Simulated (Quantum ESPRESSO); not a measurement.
A calculation with Quantum ESPRESSO 7.5 of Ir (native input, structure typed inline):

The input pw.in:

```
&CONTROL
  calculation = 'scf'
  prefix = 'pwscf'
  outdir = './tmp'
  pseudo_dir = './pseudo'
  tprnfor = .true.
  tstress = .true.
  disk_io = 'nowf'
/
&SYSTEM
  ibrav = 0
  nat = 2
  ntyp = 1
  ecutwfc = 55
  ecutrho = 440
  nbnd = 22
  occupations = 'smearing'
  smearing = 'fd'
  degauss = 0.00367493
/
&ELECTRONS
  conv_thr = 4d-10
  electron_maxstep = 120
  mixing_beta = 0.5
/
ATOMIC_SPECIES
Ir   192.2170 Ir_pbe_v1.2.uspp.F.UPF
CELL_PARAMETERS angstrom
   2.7513778900    0.0000000000    0.0000000000
  -1.3756889500    2.3827631500    0.0000000000
   0.0000000000    0.0000000000    4.4622900000
ATOMIC_POSITIONS crystal
Ir     0.6693514700    0.3368738000    0.7482950900
Ir     0.3306485300    0.6631262000    0.2517049100
K_POINTS automatic
11 11 6 0 0 0
```

Potentials or basis: SSSP 1.3 efficiency PBE.

The run is started by

```console
$ OMP_NUM_THREADS=1 pw.x -in pw.in > pw.out
```

This isn't the form of Ir at room conditions, which is fcc.

Write the same calculation in another form: ASE script, structure typed inline.

As run:

File run.py:

```python
import numpy as np
from ase.calculators.espresso import Espresso, EspressoProfile
from ase import Atoms

atoms = Atoms(['Ir', 'Ir'],
              cell=[[2.75137789, 0.0, 0.0], [-1.37568895, 2.38276315, 0.0], [0.0, 0.0, 4.46229]],
              scaled_positions=[[0.66935147, 0.3368738, 0.74829509], [0.33064853, 0.6631262, 0.25170491]],
              pbc=True)

input_data = {
    'control': {'calculation': 'scf', 'prefix': 'pwscf', 'outdir': './tmp', 'tprnfor': True, 'tstress': True, 'disk_io': 'nowf'},
    'system': {'ecutwfc': 55.0, 'ecutrho': 440.0, 'nbnd': 22, 'occupations': 'smearing', 'smearing': 'fd', 'degauss': 0.00367493},
    'electrons': {'conv_thr': 4e-10, 'electron_maxstep': 120, 'mixing_beta': 0.5},
}
pseudopotentials = {'Ir': 'Ir_pbe_v1.2.uspp.F.UPF'}
profile = EspressoProfile(command='pw.x', pseudo_dir='pseudo')
dft = Espresso(profile=profile, input_data=input_data, pseudopotentials=pseudopotentials, kpts=(11, 11, 6), koffset=(0, 0, 0))
atoms.calc = dft

print(f'energy {atoms.get_potential_energy():.8f} eV')
print('forces (eV/A)')
print(np.round(atoms.get_forces(), 6))
print('stress (eV/A^3, Voigt)')
print(np.round(atoms.get_stress(), 8))
print(f'Fermi level {dft.get_fermi_level():.4f} eV')
```

Potentials or basis: SSSP 1.3 efficiency PBE.

The run is started by

```console
$ OMP_NUM_THREADS=1 python run.py
```

Both were run:

|  | native input, structure typed inline | ASE script, structure typed inline |
| --- | --- | --- |
| Pressure | -2.1 GPa | -2.1 GPa |
| Largest force | 0.184 eV/Å | 0.184 eV/Å |
| Band gap on the k mesh | none (metal or under the smearing width) | none (metal or under the smearing width) |

Keys that steer only the numerical path or the files written may differ.
